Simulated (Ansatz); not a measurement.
Clean, relaxed (001) surface of CoPtO2, space group R-3m (No. 166) (top face towards +c; atoms held fixed, by place in the list: 1, 2, 3):

```xyz
7
Lattice="2.8102 0.0000 0.0000 -1.4051 2.4337 0.0000 0.0000 0.0000 24.8253" Properties=species:S:1:pos:R:3 pbc="T T T"
O     0.0000    0.0000    8.5000
Co    0.0000    1.6225    9.4632
O     1.4051    0.8112   10.4265
Pt    1.4051    0.8112   12.4187
O     1.4051    0.8112   14.4105
Co    0.0000    0.0000   15.4077
O     0.0000    1.6225   16.2872
```

These are results of Ansatz, DFT PBEsol, scalar-relativistic, plane waves, PAW, not measurements. Settings: cutoff 420 eV, Γ-centred mesh 12×12×1 on the computed 7-atom cell, Gaussian smearing of 0.10 eV; no spin polarisation. A dipole correction removes the field between periodic images along c.

E_ads counts from the clean slab and the free adsorbate (spin-polarised where it has unpaired electrons); negative means bound. Heights count from the highest slab atom after relaxation. Δp counts per cell along +c. With the adsorbate the cell is lengthened along c to keep the vacuum.

An adsorbate (one adsorbate per 6.8 Å²) relaxed from the top (O) at (0.33, 0.67) site binds with -2.01 eV, its anchoring atom 1.31 Å over the highest slab atom; the slab's dipole changes by -0.016 e·Å and the work function by +0.43 eV.

Q: Which adsorbate is it? It is a single non-metal or semimetal atom.

A: O (atom). The answer isn't unique; the calculation gave this one.

Each end is the local minimum or symmetric point that its start leads to. The slab is only 7.8 Å thick, so the energies aren't converged with thickness.

Spin polarisation was left out, and a magnetic state may lie lower.